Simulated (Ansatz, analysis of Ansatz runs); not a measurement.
# Mn on the Ga site in GaP: charge-transition level, PBE

Aim: the charge-transition level of the Mn on the Ga site in GaP, to be set beside the measurement. Set-up: PBE, 32-site cell, PBE lattice, 420 eV, k: the zone centre alone. The model is a cell of 32 host atoms with 1 Ga taken out and 1 Mn put in. The level is the Fermi energy at which two charge states have equal formation energy, after a correction for the images of the charge.

**The experiment.** (0/-1) level above the valence-band top: 0.4 eV, by temperature-dependent Hall effect (quoted in “Electronic structure of transition-atom impurities in GaP”, 1985, V. A. Singh and Alex Zunger, quoting earlier work (1976)).

Method: plane-wave PAW DFT, PBE; relaxation of all atoms of a defect supercell, in Ansatz 0.2.0.

This is a report of a sequence of runs, with most program output left out.

### Step 1. Starting point

The cell holds 32 atoms: 15 Ga, 1 Mn and 16 P. Cell: a = 9.535 Å, b = 9.535 Å, c = 9.535 Å, α = 109.5°, β = 109.5°, γ = 109.5°. It derives from GaP (space group F-43m). Nearest the centre at fractional (0.250, 0.500, 0.250): Mn7 at 0.00 Å, P19 at 2.38 Å, P23 at 2.38 Å, P22 at 2.38 Å, P28 at 2.38 Å, Ga3 at 3.89 Å, Ga11 at 3.89 Å, Ga12 at 3.89 Å.

The host's primitive cell comes from a first run (plane-wave PAW DFT, PBE; relaxation of the host's cell and atoms): vectors of 3.893, 3.893 and 3.893 Å. That is 20.86 Å³ an atom, 3.0 % over the diffraction cell's volume. The supercell is built on it.

### Step 2. Relaxation, charge 0

Every later number rests on the structure around the defect, so the atoms are relaxed at the host's lattice first.

The input, relax0/input.yaml:

```yaml
relax:
  f_tol: 0.02
  max_steps: 80
  random_displacement: { amplitude: 0.05, seed: 27 }
crystal:
  lattice:
    - [-5.50512848, 5.50512848, -5.50512848]
    - [5.50512848, 5.50512848, 5.50512848]
    - [5.50512848, -5.50512848, -5.50512848]
  atoms:
    - { symbol: Ga, position: [0.0, 0.0, 0.0] }
    - { symbol: Ga, position: [0.0, 0.25, 0.75] }
    - { symbol: Ga, position: [0.0, 0.5, 0.5] }
    - { symbol: Ga, position: [0.0, 0.75, 0.25] }
    - { symbol: Ga, position: [0.25, 0.0, 0.75] }
    - { symbol: Ga, position: [0.25, 0.25, 0.5] }
    - { symbol: Mn, position: [0.25, 0.5, 0.25], spin: 4.0 }
    - { symbol: Ga, position: [0.25, 0.75, 0.0] }
    - { symbol: Ga, position: [0.5, 0.0, 0.5] }
    - { symbol: Ga, position: [0.5, 0.25, 0.25] }
    - { symbol: Ga, position: [0.5, 0.5, 0.0] }
    - { symbol: Ga, position: [0.5, 0.75, 0.75] }
    - { symbol: Ga, position: [0.75, 0.0, 0.25] }
    - { symbol: Ga, position: [0.75, 0.25, 0.0] }
    - { symbol: Ga, position: [0.75, 0.5, 0.75] }
    - { symbol: Ga, position: [0.75, 0.75, 0.5] }
    - { symbol: P, position: [0.0, 0.0, 0.75] }
    - { symbol: P, position: [0.0, 0.25, 0.5] }
    - { symbol: P, position: [0.0, 0.5, 0.25] }
    - { symbol: P, position: [0.0, 0.75, 0.0] }
    - { symbol: P, position: [0.25, 0.0, 0.5] }
    - { symbol: P, position: [0.25, 0.25, 0.25] }
    - { symbol: P, position: [0.25, 0.5, 0.0] }
    - { symbol: P, position: [0.25, 0.75, 0.75] }
    - { symbol: P, position: [0.5, 0.0, 0.25] }
    - { symbol: P, position: [0.5, 0.25, 0.0] }
    - { symbol: P, position: [0.5, 0.5, 0.75] }
    - { symbol: P, position: [0.5, 0.75, 0.5] }
    - { symbol: P, position: [0.75, 0.0, 0.0] }
    - { symbol: P, position: [0.75, 0.25, 0.75] }
    - { symbol: P, position: [0.75, 0.5, 0.5] }
    - { symbol: P, position: [0.75, 0.75, 0.25] }
  host:
    repeats: [1, 1, 1]
    atoms:
      - { symbol: Ga, position: [0.0, 0.0, 0.0] }
      - { symbol: Ga, position: [0.0, 0.25, 0.75] }
      # ... 30 more atoms of the perfect host
basis:
  ecutwfc: 420
  xc_grid: 2
hamiltonian:
  xc: pbe
kpoints:
  mp_grid: { grid: [1, 1, 1] }
magnetization:
  spin_polarized: true
  initial_magnetization: 4
  spin_locking: { lock_magnetization: hard }
scf:
  occupations: { method: fermi_dirac, width: 0.01 }
  max_iter: 100
output:
  forces: true
  charged_corrections:
    epsilon: 10.62
    static_epsilon: 12.85
    defect_position: [0.25, 0.5, 0.25]
  eigenvalues: true
checkpoint:
  write: "../relax0.run"
  compress: false
  write_wavefunctions: true
  write_every: 100000
```

Run with:

```bash
$ ansatz run input.yaml --threads 2 --pin off --max-ram 3768MiB --backend cpu --events-out ev --progress --plain --runs-dir out
```

Run time: 4.1 min. Hardware: 2 threads of Arm Neoverse N1, shared host; peak memory 1 GiB.

The run converged, but on settings that a careful run would not use, so its numbers are not the defect's.

### Step 3. Relaxation, charge −1

The input, relax1/input.yaml:

```yaml
relax:
  f_tol: 0.02
  max_steps: 80
  random_displacement: { amplitude: 0.05, seed: 27 }
crystal:
  lattice:
    - [-5.50512848, 5.50512848, -5.50512848]
    - [5.50512848, 5.50512848, 5.50512848]
    - [5.50512848, -5.50512848, -5.50512848]
  atoms:
    - { symbol: Ga, position: [0.0, 0.0, 0.0] }
    - { symbol: Ga, position: [0.0, 0.25, 0.75] }
    - { symbol: Ga, position: [0.0, 0.5, 0.5] }
    - { symbol: Ga, position: [0.0, 0.75, 0.25] }
[... 2 atom lines left out ...]
    - { symbol: Mn, position: [0.25, 0.5, 0.25], spin: 5.0 }
[... 3 atom lines left out ...]
    - { symbol: Ga, position: [0.5, 0.5, 0.0] }
    - { symbol: Ga, position: [0.5, 0.75, 0.75] }
[... 3 atom lines left out ...]
    - { symbol: Ga, position: [0.75, 0.75, 0.5] }
[... 2 atom lines left out ...]
    - { symbol: P, position: [0.0, 0.5, 0.25] }
[... 2 atom lines left out ...]
    - { symbol: P, position: [0.25, 0.25, 0.25] }
    - { symbol: P, position: [0.25, 0.5, 0.0] }
[... 4 atom lines left out ...]
    - { symbol: P, position: [0.5, 0.75, 0.5] }
[... 3 atom lines left out ...]
    - { symbol: P, position: [0.75, 0.75, 0.25] }
  host:
    repeats: [1, 1, 1]
    atoms:
      - { symbol: Ga, position: [0.0, 0.0, 0.0] }
      - { symbol: Ga, position: [0.0, 0.25, 0.75] }
      # ... 30 more atoms of the perfect host
total_charge: -1
basis:
  ecutwfc: 420
  xc_grid: 2
hamiltonian:
  xc: pbe
kpoints:
  mp_grid: { grid: [1, 1, 1] }
magnetization:
  spin_polarized: true
  initial_magnetization: 5
  spin_locking: { lock_magnetization: hard }
scf:
  occupations: { method: fermi_dirac, width: 0.01 }
  max_iter: 100
output:
  forces: true
  charged_corrections:
    epsilon: 10.62
    static_epsilon: 12.85
    defect_position: [0.25, 0.5, 0.25]
  eigenvalues: true
checkpoint:
  write: "../relax1.run"
  compress: false
  write_wavefunctions: true
  write_every: 100000
```

Wall time 1.9 min (2 threads); peak memory 1 GiB; 3.6 min of CPU time.

The run converged, but on settings that a careful run would not use, so its numbers are not the defect's.

### Step 4. Charge-transition levels

A charged cell feels its images and has its own zero of potential; this step corrects both and places the level between the host's band edges.

This step: place-levels on PBE runs: charge-transition levels with image-charge correction and potential alignment at the atomic sites.

The input, levels.yaml:

```yaml
host:
  run: host.relax.run
  levels_from: { run: edges.run }
states: [relax0.run, relax1.run]
```

Run with:

```bash
$ ansatz place-levels levels.yaml -- --threads 2 --pin off --max-ram 3768MiB
```

The job ended after 0.15 s (2 threads).

What was changed: . The numbers above are not the defect's.

### Step 5. Outcome

This set-up is not sound: the zone centre alone in a small cell. For the record: (0/-1) level above the valence-band top: computed 0.92 eV, measured 0.4 eV; 0.52 eV above the measurement.

[Logs are printed without paths, hosts, clocks, repeated set-up lines and the standing remarks that a program may print on its own settings, such as how far it seeks lower states.]

[Hosts, paths, dates, database ids (printed as entryN), source tags and the programs' standing remarks are cut or masked in the printed files.]

[For some hosts the program warned that the k-mesh of the response run may be too coarse for force constants and the static dielectric constant; such warnings are not shown here.]
